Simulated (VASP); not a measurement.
# Fe (Im-3m) in VASP: a series of runs

One crystal, Fe, is run at these levels: PBE; tasks: relaxation of cell and atoms, vibrations by finite differences.

Everything below comes from runs of VASP 6.6.1. Logs are shortened: lines on timing, memory, paths and dates and some standing lists are left out, and cuts for length are marked.

### Step 1. The crystal as given

Symmetry: Im-3m, No. 229, cubic system. The conventional cell has a = 2.886 Å, b = 2.886 Å, c = 2.886 Å, α = 90.00°, β = 90.00°, γ = 90.00°. Fe (site symmetry m-3m) has 8 Fe at 2.50 Å as nearest neighbours.

### Step 2. Relaxation of cell and atoms, PBE, collinear spin, ferromagnetic start

INCAR

```
SYSTEM = Fe
ALGO = Normal
EDIFF = 1E-7
EDIFFG = -0.002
ENCUT = 520
GGA = PE
IBRION = 2
ISIF = 3
ISMEAR = 0
ISPIN = 2
LASPH = .True.
LCHARG = .False.
LMAXMIX = 4
LORBIT = 11
LREAL = .False.
LWAVE = .False.
MAGMOM = 2.5
NELM = 100
NSW = 80
PREC = Accurate
SIGMA = 0.1
```

KPOINTS

```
k-points
0
Gamma
  4 4 4
  0 0 0
```

POSCAR

```
Fe
1.0
   -1.4430000000      1.4430000000      1.4430000000
    1.4430000000     -1.4430000000      1.4430000000
    1.4430000000      1.4430000000     -1.4430000000
Fe
1
Direct
    0.0000000000      0.0000000000      0.0000000000
```

Potentials or basis: VASP PAW PBE potentials, release 64 (Fe).

Run with:

```console
cat potpaw_PBE.64/Fe/POTCAR > POTCAR
mpirun -np 1 vasp_std > vasp.out
```

OUTCAR:

```text
SYSTEM = Fe
   EDIFF = 1E-7
   EDIFFG = -0.002
   ENCUT = 520
   GGA = PE
   IBRION = 2
   ISIF = 3
   ISMEAR = 0
   ISPIN = 2
   LASPH = .True.
   LORBIT = 11
   LREAL = .False.
   NELM = 100
   NSW = 80
   PREC = Accurate

 ion  position               nearest neighbor table
   1  0.000  0.000  0.000-

  LATTYP: Found a body centered cubic cell.
 ALAT       =     2.8860000000

  Lattice vectors:

 A1 = (  -1.4430000000,   1.4430000000,   1.4430000000)
 A2 = (   1.4430000000,  -1.4430000000,   1.4430000000)
 A3 = (   1.4430000000,   1.4430000000,  -1.4430000000)

Analysis of symmetry for initial positions (statically):
=====================================================================
 Subroutine PRICEL returns:
 Original cell was already a primitive cell.

 Routine SETGRP: Setting up the symmetry group for a
 body centered cubic supercell.

 Subroutine GETGRP returns: Found 48 space group operations
 (whereof 48 operations were pure point group operations)
 out of a pool of 48 trial point group operations.

The static configuration has the point symmetry O_h .

Analysis of symmetry for dynamics (positions and initial velocities):
=====================================================================
 Subroutine PRICEL returns:
 Original cell was already a primitive cell.

 Routine SETGRP: Setting up the symmetry group for a
 body centered cubic supercell.

 Subroutine GETGRP returns: Found 48 space group operations
 (whereof 48 operations were pure point group operations)
 out of a pool of 48 trial point group operations.

The dynamic configuration has the point symmetry O_h .

Analysis of structural, dynamic, and magnetic symmetry:
=====================================================================
 Subroutine PRICEL returns:
 Original cell was already a primitive cell.

 Routine SETGRP: Setting up the symmetry group for a
 body centered cubic supercell.

 Subroutine GETGRP returns: Found 48 space group operations
 (whereof 48 operations were pure point group operations)
 out of a pool of 48 trial point group operations.

The overall configuration has the point symmetry O_h .

 Subroutine INISYM returns: Found 48 space group operations
 (whereof 48 operations are pure point group operations),
 and found     1 'primitive' translations

----------------------------------------------------------------------------------------

                                     Primitive cell

  volume of cell :      12.0187

  direct lattice vectors                    reciprocal lattice vectors
    -1.443000000  1.443000000  1.443000000     0.000000000  0.346500347  0.346500347
     1.443000000 -1.443000000  1.443000000     0.346500347  0.000000000  0.346500347
[... 106 lines left out ...]
--------------------------------------- Ionic step        1  -------------------------------------------

 number of electron       7.9999995 magnetization       2.0000016

 Free energy of the ion-electron system (eV)
  ---------------------------------------------------
  ext. energy  EPLUGINS =         0.00000000
  ---------------------------------------------------
  free energy    TOTEN  =        -8.20559228 eV

  energy without entropy =       -8.20210271  energy(sigma->0) =       -8.20384750

------------------------ aborting loop because EDIFF is reached ----------------------------------------

  FORCE on cell =-STRESS in cart. coord.  units (eV):
  Direction    XX          YY          ZZ          XY          YZ          ZX
  --------------------------------------------------------------------------------------
  -------------------------------------------------------------------------------------
  Total       -1.0382145     -1.0382145     -1.0382145      0.0000000      0.0000000      0.0000000
  in kB     -138.4008279   -138.4008279   -138.4008279      0.0000000      0.0000000      0.0000000
  external PRESSURE =    -138.4008279 kB  Pullay stress =       0.0000000 kB
[... 86 lines left out ...]
  FREE ENERGIE OF THE ION-ELECTRON SYSTEM (eV)
  ---------------------------------------------------
  free  energy   TOTEN  =        -8.2454328208 eV

  energy  without entropy=       -8.2400318230  energy(sigma->0) =       -8.24273232

[... ionic steps 4 to 9 ...]

--------------------------------------- Ionic step       10  -------------------------------------------

 number of electron       8.0000006 magnetization       1.9995193

------------------------ aborting loop because EDIFF is reached ----------------------------------------
[... 65 lines left out ...]
--------------------------------------- Ionic step       12  -------------------------------------------

 number of electron       8.0000006 magnetization       1.9995082

 Free energy of the ion-electron system (eV)
  ---------------------------------------------------
  ext. energy  EPLUGINS =         0.00000000
  ---------------------------------------------------
  free energy    TOTEN  =        -8.24544571 eV

  energy without entropy =       -8.23997421  energy(sigma->0) =       -8.24270996

 E-fermi :   6.4295     XC(G=0): -13.2131

 val. band max:        6.4255563320   @ k =   0.5000   0.5000   0.5000
 cond. band min:       6.4964555385   @ k =   0.5000   0.0000   0.0000
 fundamental gap:      0.0708992065
 Fermi energy:         6.4294923164

 spin component 1

 k-point     1 :       0.0000    0.0000    0.0000
  band No.  band energies     occupation
      1      -2.5579      1.00000
      2       3.9012      1.00000
      3       3.9012      1.00000
      4       3.9012      1.00000
      5       5.0419      1.00000
      6       5.0419      1.00000
      7      31.1611      0.00000
      8      31.1611      0.00000
      9      31.1611      0.00000
[... 73 lines left out ...]
 k-point     8 :       0.5000    0.5000    0.5000
  band No.  band energies     occupation
      1       1.1207      1.00000
      2       1.1207      1.00000
      3       6.4255      0.52227
      4       6.4256      0.52220
      5       6.4256      0.52219
      6      16.0795      0.00000
      7      16.0795      0.00000
      8      16.0795      0.00000
      9      21.8649      0.00000
 Fermi energy:         6.4294923164

 spin component 2

 k-point     1 :       0.0000    0.0000    0.0000
  band No.  band energies     occupation
      1      -2.3213      1.00000
      2       5.4779      1.00000
      3       5.4782      1.00000
      4       5.4782      1.00000
      5       7.7226      0.00000
      6       7.7229      0.00000
      7      31.0250      0.00000
      8      31.0250      0.00000
      9      31.0250      0.00000
[... 110 lines left out ...]
  FREE ENERGIE OF THE ION-ELECTRON SYSTEM (eV)
  ---------------------------------------------------
  free  energy   TOTEN  =        -8.2454457141 eV

  energy  without entropy=       -8.2399742076  energy(sigma->0) =       -8.24270996

 reached required accuracy - stopping structural energy minimisation

 total charge

# of ion       s       p       d       tot
------------------------------------------
    1        0.505   0.520   6.296   7.320

 magnetization (x)

# of ion       s       p       d       tot
------------------------------------------
    1        0.001  -0.028   2.009   1.982
```

OSZICAR:

```text
N       E                     dE             d eps       ncg     rms          rms(c)
DAV:   1     0.162299189075E+02    0.16230E+02   -0.41248E+03   296   0.110E+03
[... 83 lines left out ...]
  11 F= -.82454460E+01 E0= -.82427189E+01  d E =0.541595E-07  mag=     1.9995
       N       E                     dE             d eps       ncg     rms          rms(c)
DAV:   1    -0.824546232315E+01   -0.16352E-04   -0.24737E-04   292   0.291E-01    0.451E-02
DAV:   2    -0.824545036900E+01    0.11954E-04   -0.21722E-04   294   0.233E-01    0.529E-02
DAV:   3    -0.824544595348E+01    0.44155E-05   -0.36133E-05   293   0.933E-02    0.123E-02
DAV:   4    -0.824544577562E+01    0.17786E-06   -0.51072E-07   241   0.113E-02    0.318E-03
DAV:   5    -0.824544571410E+01    0.61520E-07   -0.41215E-07   280   0.109E-02
  12 F= -.82454457E+01 E0= -.82427100E+01  d E =0.241927E-06  mag=     1.9995
```

Run time: 16 s. Hardware: 1 thread of Intel Xeon 6975P-C (Granite Rapids), shared host; peak memory 0.13 GiB.

Results:

* Free energy: -8.2454 eV
* Relaxed volume: 11.15 Å³/atom
* Relaxed cell: a = 2.438 Å, b = 2.438 Å, c = 2.438 Å, α = 109.47°, β = 109.47°, γ = 109.47°
* Space group after relaxing (to 0.05 Å): Im-3m (No. 229)
* Energy gained by relaxing: 39.9 meV/atom
* Ionic steps: 12
* Pressure after relaxing: 0.0 GPa
* Band gap on the k mesh: none (metal or under the smearing width)
* Net moment: 2.00 μB per cell
* Site moments: Fe +1.98 μB
* Valence electrons inside the program's atomic spheres: Fe 7.32

The path:
| step | energy change (eV) | largest force (eV/Å) | pressure (GPa) | volume (Å³) |
| --- | --- | --- | --- | --- |
| 1 | 0.0000 | 0.0000 | -13.84 | 12.02 |
| 2 | 0.0057 | 0.0000 | 17.30 | 10.30 |
| 3 | -0.0398 | 0.0000 | -0.31 | 11.17 |
| 4 | -0.0399 | 0.0000 | 0.05 | 11.15 |
| 5 | -0.0399 | 0.0000 | -0.03 | 11.16 |
| 6 | -0.0399 | 0.0000 | 0.05 | 11.15 |
| 7 | -0.0399 | 0.0000 | -0.05 | 11.15 |
| 8 | -0.0399 | 0.0000 | 0.03 | 11.15 |
| 9 | -0.0399 | 0.0000 | -0.10 | 11.15 |
| 10 | -0.0399 | 0.0000 | 0.06 | 11.15 |
| 11 | -0.0399 | 0.0000 | -0.05 | 11.15 |
| 12 | -0.0399 | 0.0000 | 0.02 | 11.15 |

Final structure:
```yaml
crystal:
  lattice:
    - [-1.40737, 1.40737, 1.40737]
    - [1.40737, -1.40737, 1.40737]
    - [1.40737, 1.40737, -1.40737]
  atoms:
    - { symbol: Fe, position: [0.00000, 0.00000, 0.00000] }
```

Levels at points of the mesh, in eV from the Fermi level:
Spin up:
| k point | band 3 | band 4 | band 5 | band 6 | band 7 | band 8 |
| --- | --- | --- | --- | --- | --- | --- |
| (0.00, 0.00, 0.00) | -2.53 | -2.53 | -1.39 | -1.39 | 24.73 | 24.73 |
| (0.50, 0.00, 0.00) | -1.27 | -1.19 | 0.07 | 0.28 | 7.22 | 18.06 |
| (0.50, 0.50, 0.50) | 0.00 | 0.00 | 0.00 | 9.65 | 9.65 | 9.65 |
Spin down:
```tsv
k point	band 1	band 2	band 3	band 4	band 5	band 6	band 7	band 8
(0.00, 0.00, 0.00)	-8.75	-0.95	-0.95	-0.95	1.29	1.29	24.60	24.60
(0.50, 0.00, 0.00)	-4.18	-2.25	0.26	1.10	1.55	2.11	8.45	18.23
(0.50, 0.50, 0.50)	-3.51	-3.51	1.80	1.80	1.80	9.95	9.95	9.95
```

Caveat: the k mesh is coarse (spacing up to 0.77 Å⁻¹), so the values aren't converged.

[end of part 1 of 2]
